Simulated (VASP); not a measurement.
## Zn: single point with PBEsol

Crystal: Zn.

```
Zn
1.0
     0.00000    1.96478    1.96478
     1.96478    0.00000    1.96478
     1.96478    1.96478    0.00000
Zn
1
Direct
  0.00000 0.00000 0.00000
```

This isn't the form of Zn at room conditions, which is hcp.

* Program: VASP 6.6.1
* Task: single point
* Functional: PBEsol
* Potentials or basis: VASP PAW PBE potentials, release 64 (Zn)
* Cutoff: 520 eV
* k mesh: 12 × 12 × 12
* Occupations: gaussian, width 0.1 eV
* Spin: no spin polarisation

| Quantity | Value |
| --- | --- |
| Pressure | -4.9 GPa |
| Band gap on the k mesh | none (metal or under the smearing width) |

Levels at points of the mesh, in eV from the Fermi level:
```tsv
k point	band 2	band 3	band 4	band 5	band 6	band 7	band 8	band 9	band 10
(0.00, 0.00, 0.00)	-7.54	-7.54	-7.54	-7.15	-7.15	18.30	18.30	18.30	18.97
(0.50, 0.00, 0.00)	-7.54	-7.54	-6.87	-6.87	-2.86	-1.33	15.27	15.27	17.50
(0.50, 0.50, 0.00)	-8.15	-6.88	-6.80	-6.80	-0.95	1.78	8.46	8.46	12.14
```

It took 6.7 s on 1 thread of Intel(R) Xeon(R) 6975P-C (Granite Rapids), with other jobs on the host, peak memory 0.14 GiB.

Caveat: the PAW data sets were made with another functional, which shifts forces and pressure a little.
